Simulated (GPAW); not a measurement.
TiO, 2 atoms in the cell. It takes space group P-6m2 (No. 187, hexagonal). The conventional cell has a = 3.009 Å, b = 3.009 Å, c = 2.937 Å, α = 90.00°, β = 90.00°, γ = 120.00°. Ti (site symmetry -6m2) is surrounded by 6 O at 2.27 Å. Around O (site symmetry -6m2) lie 6 Ti at 2.27 Å. The cell comes from a database or a generator and needn't be the stable form of this composition.

* Program: GPAW 26.7.0
* Task: single point
* Functional: TB-mBJ
* Potentials or basis: GPAW PAW data sets for LDA (gpaw-data 1.2.1)
* Cutoff: 800 eV
* Basis: pw
* k mesh: 10 × 10 × 9
* Occupations: fermi-dirac, width 0.05 eV
* Spin: no spin polarisation
* Maxiter: 150

Potentials or basis: GPAW PAW data sets for LDA (gpaw-data 1.2.1), pw.

The run is started by

```bash
$ OMP_NUM_THREADS=1 python run.py
```

Hardware: 1 thread of Arm Neoverse V1, on a shared host.

How long does it take, and how much memory?

Wall time 82 s on 1 thread of Arm Neoverse V1 (shared host), peak memory 0.27 GiB. Counts: scf iterations 35.
